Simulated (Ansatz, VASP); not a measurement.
# Se: VASP beside Ansatz

The input INCAR:

```
SYSTEM = Se
PREC     = Accurate       ! precision mode
ENCUT    = 520            ! plane-wave cutoff, eV
EDIFF    = 1E-7           ! SCF threshold, eV
ISMEAR   = -1             ! smearing method
SIGMA    = 0.03           ! smearing width, eV
LREAL    = .False.        ! projectors in reciprocal space
LASPH    = .True.         ! aspherical terms in the spheres
NELM     = 100            ! most SCF steps
ALGO     = Normal         ! electronic algorithm
ISIF     = 2              ! what is computed and relaxed
LWAVE    = .False.        ! write WAVECAR
LCHARG   = .True.         ! write CHGCAR
GGA      = PE             ! functional
LELF     = .True.         ! ELF
LVHAR    = .True.       
NBANDS   = 16             ! bands
```

Contents of KPOINTS:

```
Automatic mesh
0
Gamma
  8 8 6
  0 0 0
```

The input POSCAR:

```
Se
1.0
    4.3551696776      0.0000000000      0.0000000000
   -2.1775848388      3.7716875786      0.0000000000
    0.0000000000      0.0000000000      4.8504610000
Se
3
Direct
    0.2170000000      0.0000000000      0.1666666667
    0.0000000000      0.2170000000      0.8333333333
    0.7830000000      0.7830000000      0.5000000000
```

Input for Ansatz:

```yaml
crystal:
  lattice:
    - [4.3551696776, 0.0, 0.0]
    - [-2.1775848388, 3.7716875786, 0.0]
    - [0.0, 0.0, 4.850461]
  atoms:
    - { symbol: Se, position: [0.217, 0.0, 0.1666666667] }
    - { symbol: Se, position: [0.0, 0.217, 0.8333333333] }
    - { symbol: Se, position: [0.783, 0.783, 0.5] }
kpoints:
  mp_grid: { grid: [8, 8, 6] }
  band_path:
    path:
      - [0.0, 0.0, 0.0]
      - [0.5, 0.0, 0.0]
      - [0.3333333333, 0.3333333333, 0.0]
      - [0.0, 0.0, 0.0]
      - [0.0, 0.0, 0.5]
      - [0.5, 0.0, 0.5]
      - [0.3333333333, 0.3333333333, 0.5]
      - [0.0, 0.0, 0.5]
      - [0.5, 0.0, 0.5]
    npoints: 5
scf:
  occupations: { method: fermi_dirac, width: 0.03 }
hamiltonian:
  xc: pbe
  pseudopotentials: { kind: all_electron, lapw: { basis_error: 0.0005 } }
output:
  forces: true
  stress: true
  eigenvalues: true
```

Change from the starting cell: zz strain of -2 %.

Alike in both runs: task single point; functional PBE; k mesh 8 × 8 × 6; occupations fermi-dirac, width 0.03 eV; no spin polarisation.

```csv
,VASP,Ansatz
version,VASP 6.6.1,Ansatz 0.2.0
potentials or method,"VASP PAW PBE potentials, release 64 (Se)","all-electron LAPW, scalar-relativistic"
plane-wave cutoff (eV),520,see its input
```

|  | VASP | Ansatz | Ansatz less VASP |
| --- | --- | --- | --- |
| gap on the k mesh at the Fermi level (eV) | 1.25 | 1.28 | +0.028 |
| pressure (GPa) | 7.8 | 7.6 | -0.22 |
| largest component of the traceless stress (GPa) | 3.06 | 2.97 | -0.090 |
| rms of the force components (eV/Å) | 0.879 | 0.846 | -0.0339 |

Atom by atom the forces differ by 0.034 eV/Å (rms over components). Ansatz ran all-electron here, so the differences hold the error of VASP's frozen core and of both bases.

Caveats: forces of over 1 eV/Å show positions far from the minimum, so gaps and moduli don't describe the material at rest. A k mesh can miss the band edges.
